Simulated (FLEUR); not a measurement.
# Ni (c factor at fixed volume 1.25 on the database's cell): from one collinear state to anisotropy

Wanted: anisotropy for Ni (c factor at fixed volume 1.25 on the database's cell), with the cost of each step.

Program: FLEUR MaX-R8.1. Level of theory: PBE; all-electron FLAPW, Dirac cores, scalar-relativistic bands. Results are calculated unless marked as measured.

This is not the structure that Ni takes at ambient pressure and room temperature (fcc); it is a model or a phase of other conditions.

## Step 1: The structure

It takes space group I4/mmm (No. 139, tetragonal). Conventional cell: a = 2.229 Å, b = 2.229 Å, c = 4.405 Å, α = 90.00°, β = 90.00°, γ = 90.00°. Nearest to Ni lie 4 Ni at 2.23 Å.

The cell is strained on purpose: c factor at fixed volume 1.25 on the database's cell.

## Step 2: The magnetic state

The force theorems are single passes in this state's potential, so it has to be converged first.

No symmetry is used, so that later steps may turn the spins freely; k and −k are joined. inpgen writes inp.xml from crystal.txt; cutoffs, mixing, functional, smearing and local orbitals are then set in the file. The k list scf (kpts.xml, not shown) is a Γ-centred 14×14×14 mesh; where the ranks do not divide the number of points, some are split in two of half the weight.

File inp.xml:

```
<?xml version="1.0" encoding="UTF-8" standalone="no"?>
<fleurInput fleurInputVersion="0.39">
   <comment>
      Ni
   </comment>
   <calculationSetup>
      <cutoffs Kmax="4.0" Gmax="12.0" GmaxXC="12.0" numbands="0"/>
      <scfLoop itmax="110" minDistance="0.00002" maxIterBroyd="15" imix="Anderson" alpha="0.05" precondParam="0.0" spinf="2.0" sdNocoIR="T"/>
      <coreElectrons ctail="F" frcor="F" kcrel="0" coretail_lmax="0"/>
      <xcFunctional name="pbe" relativisticCorrections="F"/>
      <magnetism jspins="2" l_noco="F" l_ss="F">
         <qss>0.0 0.0 0.0</qss>
         <mtNocoParams l_mperp="F" l_mtNocoPot="F" l_relaxSQA="F" mag_mixing_scheme="0" mix_RelaxWeightOffD="1.0" l_constrained="F" mix_constr="1.0"/>
         <sourceFreeMag l_sourceFree="F" l_scaleMag="F" mag_scale="1.0"/>
      </magnetism>
      <soc l_soc="F" theta="0.0" phi="0.0" spav="F"/>
      <expertModes spex="0" secvar="F"/>
      <geometryOptimization l_f="F" forcealpha="1.0" forcemix="BFGS" epsdisp="0.00001" epsforce="0.00001"/>
      <ldaU l_linMix="F" mixParam="0.05" spinf="1.0"/>
   </calculationSetup>
   <cell>
      <bzIntegration valenceElectrons="18.0" mode="hist" fermiSmearingEnergy="0.00183747">
         <kPointListSelection listName="scf"/>
         <xi:include xmlns:xi="http://www.w3.org/2001/XInclude" href="kpts.xml"> </xi:include>
      </bzIntegration>
      <xi:include xmlns:xi="http://www.w3.org/2001/XInclude" href="sym.xml"> </xi:include>
      <bulkLattice scale="1.0">
         <bravaisMatrix>
            <row-1>    0.0000000000000000     2.9780620508757720     4.1619682491838761</row-1>
            <row-2>    2.9780620508757720     0.0000000000000000     4.1619682491838761</row-2>
            <row-3>    2.9780620508757720     2.9780620508757720     0.0000000000000000</row-3>
         </bravaisMatrix>
      </bulkLattice>
   </cell>
   <atomSpecies>
      <species name="Nickel (Ni1.000" element="Ni" atomicNumber="28">
         <mtSphere radius="2.05" gridPoints="677" logIncrement="0.018"/>
         <atomicCutoffs lmax="8" lnonsphr="6"/>
         <electronConfig flipSpins="F">
            <coreConfig>(1s1/2) (2s1/2) (2p1/2) (2p3/2)</coreConfig>
            <valenceConfig>(3s1/2) (3p1/2) (3p3/2) (4s1/2) (3d3/2) (3d5/2)</valenceConfig>
            <stateOccupation state="(3d3/2)" spinUp="1.6" spinDown="1.6"/>
            <stateOccupation state="(3d5/2)" spinUp="2.9" spinDown="1.9"/>
         </electronConfig>
         <energyParameters s="4" p="4" d="3" f="4"/>
         <lo type="SCLO" l="0" n="3" eDeriv="0"/>
         <lo type="SCLO" l="1" n="3" eDeriv="0"/>
      </species>
   </atomSpecies>
   <atomGroups>
      <atomGroup species="Nickel (Ni1.000">
         <relPos label="                   1">.0000000000 .0000000000 .0000000000</relPos>
         <force calculate="T" relaxXYZ="TTT"/>
         <nocoParams  alpha="0.0" beta="0.0"/>
      </atomGroup>
   </atomGroups>
   <output dos="F" band="F" slice="F">
      <bandDOS minEnergy="-.5*Htr" maxEnergy="0.5*Htr" sigma="0.015" storeEVData="T"/>
      <plotting iplot="0" polar="F">
         <plot TwoD="T" vec1="  1.0  0.0  0.0" vec2="  0.0  1.0  0.0" vec3="  0.0  0.0  1.0" zero="  0.0  0.0  0.0" file="plot"/>
      </plotting>
      <moessbauerParams electricFieldGradient="F" isomerShift="F" coreHyperfine="F" valenceHyperfine="F"/>
   </output>
</fleurInput>
```

File crystal.txt:

```
Ni
&input film=F cartesian=F /
0.00000000000  1.57592257000  2.20241875000
1.57592257000  0.00000000000  2.20241875000
1.57592257000  1.57592257000  0.00000000000
1.8897261246
1.0 1.0 1.0

1
28 0.00000000000  0.00000000000  0.00000000000 : 1.000

&kpt div1=14 div2=14 div3=14 gamma=T /
```

Launch:

```bash
$ OMP_NUM_THREADS=1 inpgen -f crystal.txt -nosym -noco > inpgen.log  # inp.xml is then edited as shown
$ OMP_NUM_THREADS=1 mpirun -n 4 fleur_MPI > fleur.log
```

Output:

```text
Welcome to FLEUR        (www.flapw.de)
      MaX-Release 8.1          (www.max-centre.eu)

 ========== k-point set info ==========
 Selected k-point list: scf
 k-point list type: mesh
 0 x 0 x 0
 Number of k points: 1376

 ------------Calculation Setup---------------------------
 Number of MPI-tasks      :            4
 Number of PE/node        :            4
 Number of OMP-threads    :            1
 k-points in parallel     :            4
 pe's per k-point         :            1
 No of k-point loops      :          344
 Eigenvalue solver        :       lapack
 Number of basis functions:           94
 Approximate size of matrices (H+S) per k-point:         0.000 GB
 --------------------------------------------------------
 Complex matrix made real
 Complex matrix made real
 Iteration:     1   Distance:      11.36380542 me/bohr^3
 Iteration:     2   Distance:      10.88955447 me/bohr^3
 Iteration:     3   Distance:       8.59488638 me/bohr^3
 Iteration:     4   Distance:       4.26661144 me/bohr^3
 Iteration:     5   Distance:       3.71020091 me/bohr^3
 Iteration:     6   Distance:       1.95155948 me/bohr^3
 Iteration:     7   Distance:       1.18441534 me/bohr^3
 Iteration:     8   Distance:       0.38029256 me/bohr^3
 Iteration:     9   Distance:       0.41287090 me/bohr^3
 Iteration:    10   Distance:       0.13116782 me/bohr^3
 Iteration:    11   Distance:       0.06399200 me/bohr^3
 Iteration:    12   Distance:       0.02502330 me/bohr^3
 Iteration:    13   Distance:       0.02575362 me/bohr^3
 Iteration:    14   Distance:       0.00895859 me/bohr^3
 Iteration:    15   Distance:       0.00761460 me/bohr^3
 Iteration:    16   Distance:       0.00735811 me/bohr^3
 Iteration:    17   Distance:       0.00278891 me/bohr^3
 Iteration:    18   Distance:       0.00071845 me/bohr^3
 Iteration:    19   Distance:       0.00024361 me/bohr^3
 Iteration:    20   Distance:       0.00039780 me/bohr^3
 Iteration:    21   Distance:       0.00006870 me/bohr^3
 Iteration:    22   Distance:       0.00002365 me/bohr^3
 Iteration:    23   Distance:       0.00000593 me/bohr^3

 ********************************************************************
 Run finished successfully
 Stop message:
   all done
 ********************************************************************

--- out.xml (last complete iteration) ---
<iteration numberForCurrentRun="   23" overallNumber="   23">
         <energyParameters units="Htr">
            <atomicEP atomType="1" spin="1" branch="4s" branchLowest="-3.44" branchHighest="2.39" value="0.1678742194"/>
            <atomicEP atomType="1" spin="1" branch="4p" branchLowest="-1.96" branchHighest="3.07" value="0.3046574989"/>
            <atomicEP atomType="1" spin="1" branch="3d" branchLowest="-9.99" branchHighest="0.44" value="0.2713638265"/>
            <atomicEP atomType="1" spin="1" branch="4f" branchLowest="-9.99" branchHighest="4.34" value="0.6222622185"/>
            <loAtomicEP atomType="1" spin="1" branch="3s" branchLowest="-35.43" branchHighest="-3.44" value="-3.4478192027"/>
            <loAtomicEP atomType="1" spin="1" branch="3p" branchLowest="-30.39" branchHighest="-1.96" value="-1.9930284261"/>
            <atomicEP atomType="1" spin="2" branch="4s" branchLowest="-3.41" branchHighest="2.41" value="0.1691227293"/>
            <atomicEP atomType="1" spin="2" branch="4p" branchLowest="-1.94" branchHighest="3.09" value="0.3049674180"/>
            <atomicEP atomType="1" spin="2" branch="3d" branchLowest="-9.99" branchHighest="0.46" value="0.2892738973"/>
            <atomicEP atomType="1" spin="2" branch="4f" branchLowest="-9.99" branchHighest="4.35" value="0.6219448077"/>
            <loAtomicEP atomType="1" spin="2" branch="3s" branchLowest="-35.42" branchHighest="-3.41" value="-3.4227959231"/>
            <loAtomicEP atomType="1" spin="2" branch="3p" branchLowest="-30.38" branchHighest="-1.94" value="-1.9686650112"/>
         </energyParameters>
         <bandgap value="0.0000000361" units="eV"/>
         <sumValenceSingleParticleEnergies value="-16.0213332885" units="Htr"/>
         <FermiEnergy value="0.3559033751" units="Htr"/>
         <valenceDensity>
            <mtCharges spin="1">
               <mtCharge atomType="1" total="8.5472663" s="1.1558514" p="3.1121602" d="4.2691030" f="0.0077308"/>
            </mtCharges>
            <mtCharges spin="2">
               <mtCharge atomType="1" total="7.9915720" s="1.1545071" p="3.1189384" d="3.7079370" f="0.0078686"/>
            </mtCharges>
            <spinDependentCharge spin="1" total="9.2647578" interstitial="0.7174915" mtSpheres="8.5472663"/>
            <spinDependentCharge spin="2" total="8.7352422" interstitial="0.7436702" mtSpheres="7.9915720"/>
            <totalCharge value="18.0000000000"/>
         </valenceDensity>
         <coreStates atomType="     1" atomicNumber=" 28" spin="1" kinEnergy="    677.1896509454" eigValSum="   -427.6925105605" lostElectrons=" 0.000000">
            <state n="1" l="0" j="0.5" energy="-301.0821253531" weight="1.0000000000"/>
            <state n="2" l="0" j="0.5" energy="-35.4309119241" weight="1.0000000000"/>
            <state n="2" l="1" j="0.5" energy="-30.8214421085" weight="1.0000000000"/>
            <state n="2" l="1" j="1.5" energy="-30.1790155874" weight="2.0000000000"/>
         </coreStates>
         <coreStates atomType="     1" atomicNumber=" 28" spin="2" kinEnergy="    677.3122670553" eigValSum="   -427.6517814653" lostElectrons=" 0.000000">
            <state n="1" l="0" j="0.5" energy="-301.0821812729" weight="1.0000000000"/>
            <state n="2" l="0" j="0.5" energy="-35.4183749112" weight="1.0000000000"/>
            <state n="2" l="1" j="0.5" energy="-30.8122327503" weight="1.0000000000"/>
            <state n="2" l="1" j="1.5" energy="-30.1694962654" weight="2.0000000000"/>
         </coreStates>
         <allElectronCharges>
            <spinDependentCharge spin="1" total="14.2647578" interstitial="0.7174915" mtSpheres="13.5472663"/>
            <spinDependentCharge spin="2" total="13.7352422" interstitial="0.7436702" mtSpheres="12.9915720"/>
            <totalCharge value="28.0000000001"/>
         </allElectronCharges>
         <magneticMomentsInMTSpheres units="muBohr">
            <globalMagMoment atomType="1" vec="0.00000   0.00000   0.55569"/>
            <localMagMoment atomType="1" vec="0.00000   0.00000   0.55569"/>
         </magneticMomentsInMTSpheres>
         <moessbauerParams unitsHFF="kG" unitsIS="e/bohr^3" unitsEFG="Htr/bohr^2">
         </moessbauerParams>
         <totalEnergy value="    -1520.8132494386" units="Htr">
            <sumOfEigenvalues value="     -871.3656253143">
               <coreElectrons value="-855.3442920257"/>
               <valenceElectrons value="-16.0213332885"/>
            </sumOfEigenvalues>
            <densityCoulombPotentialIntegral value="-2333.8921468895"/>
            <densityEffectivePotentialIntegral value="-2416.5288838586"/>
            <chargeDenXCDenIntegral value="-63.6108903213"/>
            <FockExchangeEnergyValence value="0.0000000000"/>
            <FockExchangeEnergyCore value="0.0000000000"/>
            <atomTypeDependentContributions atomType="1">
               <electronNucleiInteractionDifferentMTs value="1821.5395607397"/>
               <MadelungTerm value="-13.8799834771"/>
            </atomTypeDependentContributions>
            <tkbTimesEntropy value="0.0005737276"/>
            <freeEnergy value="-1520.8138231662"/>
            <extrapolationTo0K value="-1520.8135363024"/>
         </totalEnergy>
         <densityConvergence units="me/bohr^3">
            <chargeDensity spin="1" distance="0.0000035025"/>
            <chargeDensity spin="2" distance="0.0000029165"/>
            <overallChargeDensity distance="0.0000025349"/>
            <spinDensity distance="0.0000059263"/>
         </densityConvergence>
      </iteration>
```

The job ended after 89 s (4 MPI ranks of Arm Neoverse V2, shared host; peak memory 0.35 GiB).

Numbers from this step:

* free energy: -41383.4524 eV
* program's band gap on this mesh (in a metal only a level spacing): 3.61e-8 eV
* magnetization: 0.5295 μB
* final state: ferromagnetic
* largest moment: 0.5557 μB

After 23 cycles the largest moment stands at 0.556 μB.

## Step 3: Anisotropy by the force theorem, rung 1

Anisotropy is a small difference, so it is taken from sums over occupied states at a frozen potential, where most errors cancel.

One pass with spin–orbit coupling for each direction, from the saved density. Inversion lets half of the mesh serve, which the program's warning doesn't know. The k list mae (kpts.xml, not shown) is a Γ-centred 19×19×19 mesh.

Changes to inp.xml since step 2:

```diff
@@ -6,4 +6,4 @@
    <calculationSetup>
-      <cutoffs Kmax="4.0" Gmax="12.0" GmaxXC="12.0" numbands="0"/>
-      <scfLoop itmax="110" minDistance="0.00002" maxIterBroyd="15" imix="Anderson" alpha="0.05" precondParam="0.0" spinf="2.0" sdNocoIR="T"/>
+      <cutoffs Kmax="4.0" Gmax="12.0" GmaxXC="12.0" numbands="38"/>
+      <scfLoop itmax="1" minDistance="0.00002" maxIterBroyd="15" imix="Anderson" alpha="0.05" precondParam="0.0" spinf="2.0" sdNocoIR="T"/>
       <coreElectrons ctail="F" frcor="F" kcrel="0" coretail_lmax="0"/>
@@ -15,3 +15,3 @@
       </magnetism>
-      <soc l_soc="F" theta="0.0" phi="0.0" spav="F"/>
+      <soc l_soc="T" theta="0.0" phi="0.0" spav="F"/>
       <expertModes spex="0" secvar="F"/>
@@ -22,3 +22,3 @@
       <bzIntegration valenceElectrons="18.0" mode="hist" fermiSmearingEnergy="0.00183747">
-         <kPointListSelection listName="scf"/>
+         <kPointListSelection listName="mae"/>
          <xi:include xmlns:xi="http://www.w3.org/2001/XInclude" href="kpts.xml"> </xi:include>
@@ -63,2 +63,5 @@
    </output>
+   <forceTheorem>
+      <MAE theta="0.0 1.5707963 1.5707963 0.7853982" phi="0.0 -0.7853982 0.0 -0.7853982"/>
+   </forceTheorem>
 </fleurInput>
```

Launch:

```bash
$ OMP_NUM_THREADS=1 mpirun -n 4 fleur_MPI -warn_only > fleur.log
```

Output:

```text
[banner, memory and clock lines left out]
Welcome to FLEUR        (www.flapw.de)
      MaX-Release 8.1          (www.max-centre.eu)
************FLEUR-Warning*****************
Error message: k-point set is not compatible to missing time-reversal symmetry in calculation.
Error occurred in subroutine: gen_bz
Error from PE:0/4
Other PEs with error messages:
     1-k-point set is not compatible to missing time-reversal symmetry in calculation.
     2-k-point set is not compatible to missing time-reversal symmetry in calculation.
     3-k-point set is not compatible to missing time-reversal symmetry in calculation.
*****************************************

 ========== k-point set info ==========
 Selected k-point list: mae
 k-point list type: mesh
 0 x 0 x 0
 Number of k points: 3432

************FLEUR-Warning*****************
Error message: k-point set is not compatible to missing time-reversal symmetry in calculation.
Error occurred in subroutine: gen_bz
Error from PE:1/4
Other PEs with error messages:
     2-k-point set is not compatible to missing time-reversal symmetry in calculation.
     3-k-point set is not compatible to missing time-reversal symmetry in calculation.
*****************************************
 [... set-up left out ...]
 ********************************************************************
 Run finished successfully
 Stop message:
   Forcetheorem MAE
 ********************************************************************

--- out.xml (force theorem) ---
<Forcetheorem_MAE Angles="4" units="Htr">
            <Angle theta="0.0000000" phi="0.0000000" ev-sum="-16.022270185"/>
            <Angle theta="1.5707963" phi="-0.7853982" ev-sum="-16.022272638"/>
            <Angle theta="1.5707963" phi="0.0000000" ev-sum="-16.022272609"/>
            <Angle theta="0.7853982" phi="-0.7853982" ev-sum="-16.022271435"/>
         </Forcetheorem_MAE>
```

The job ended after 47 s (4 MPI ranks; peak memory 1 GiB; 3.1 min of CPU time).

Anisotropy energies, by row:

```tsv
axis	x	y	z	band energy less the first axis' (meV a cell)
[001]	0	0	1	0
[100]	0.7071	-0.7071	0	-0.06675
[110]	1	0	0	-0.06596
45 degrees from [001] toward [100]	0.5	-0.5	0.7071	-0.03401
```

Indices are those of the standard conventional cell; x, y, z give the same directions in the axes of the input.

## Step 4: Energy against the direction of the moments, rung 2

A second rung shows how far the first can be trusted.

The k list mae (kpts.xml, not shown) is a Γ-centred 28×28×28 mesh.

inp.xml is that of step 3.

Output:

```text
[banner, memory and clock lines left out]
Welcome to FLEUR        (www.flapw.de)
      MaX-Release 8.1          (www.max-centre.eu)
************FLEUR-Warning*****************
Error message: k-point set is not compatible to missing time-reversal symmetry in calculation.
Error occurred in subroutine: gen_bz
Error from PE:0/4
*****************************************

 ========== k-point set info ==========
 Selected k-point list: mae
 k-point list type: mesh
 0 x 0 x 0
 Number of k points: 10980

 [... set-up left out ...]
 ********************************************************************
 Run finished successfully
 Stop message:
   Forcetheorem MAE
 ********************************************************************

--- out.xml (force theorem) ---
<Forcetheorem_MAE Angles="4" units="Htr">
            <Angle theta="0.0000000" phi="0.0000000" ev-sum="-16.022267432"/>
            <Angle theta="1.5707963" phi="-0.7853982" ev-sum="-16.022271225"/>
            <Angle theta="1.5707963" phi="0.0000000" ev-sum="-16.022271227"/>
            <Angle theta="0.7853982" phi="-0.7853982" ev-sum="-16.022269326"/>
         </Forcetheorem_MAE>
```

It took 2.5 min on 4 MPI ranks; peak memory 2.9 GiB.

Anisotropy energies, by row:

```tsv
axis	x	y	z	band energy less the first axis' (meV a cell)
[001]	0	0	1	0
[100]	0.7071	-0.7071	0	-0.1032
[110]	1	0	0	-0.1033
45 degrees from [001] toward [100]	0.5	-0.5	0.7071	-0.05154
```

[end of part 1 of 2]

[Logs and program files are shortened in this print: banners, set-up blocks, solver, clock and traceback lines can be left out without a mark of their own.]

[Logs are printed without paths, hosts, clocks, repeated set-up lines and the standing remarks that a program may print on its own settings, such as how far it seeks lower states.]

[Hosts, paths, dates, database ids (printed as entryN), source tags and the programs' standing remarks are cut or masked in the printed files.]

[Where a cell is said to come from a database of computed structures, the database is the Materials Project.]
